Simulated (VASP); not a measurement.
Sb under changes of volume

One of the cells (26.737 Å³/atom); the others are scaled copies at fixed shape and fractional positions:

```xyz
1
Lattice="-1.8837 1.8837 1.8837 1.8837 -1.8837 1.8837 1.8837 1.8837 -1.8837" Properties=species:S:1:pos:R:3 pbc="T T T"
Sb    0.0000    0.0000    0.0000
```

This isn't the form of Sb at room conditions, which is rhombohedral.

| Property | Result |
| --- | --- |
| Program | VASP 6.6.1 |
| Functional | PBE |
| Potentials or basis | VASP PAW PBE potentials, release 64 (Sb) |
| Cutoff | 520 eV |
| k mesh | 10 × 10 × 10 |
| Occupations | fermi-dirac, width 0.05 eV |
| Spin | no spin polarisation |

```csv
volume (Å³/atom),energy over the lowest point (meV/atom),pressure (GPa)
24.640,64.83,8.1
25.165,41.35,6.3
25.689,23.60,4.6
26.737,3.39,1.7
27.262,0.00,0.4
27.786,?,?
```

Question: What does the run at 27.786 Å³/atom give?

Answer: Energy over the lowest point 0.53 meV/atom; pressure -0.7 GPa.

Worked out: A Birch-Murnaghan fit of order 3 (a polynomial in V^(-2/3)) to the other rows has its minimum at 27.44 Å³/atom, just outside them, with B0 = V·E''(V) = 62 GPa and B' = 3.7. It gives 0.61 meV/atom at 27.786 Å³/atom, against the run's 0.53, and -dE/dV = -0.8 GPa, against -0.7.

Energies are extrapolated to zero smearing.
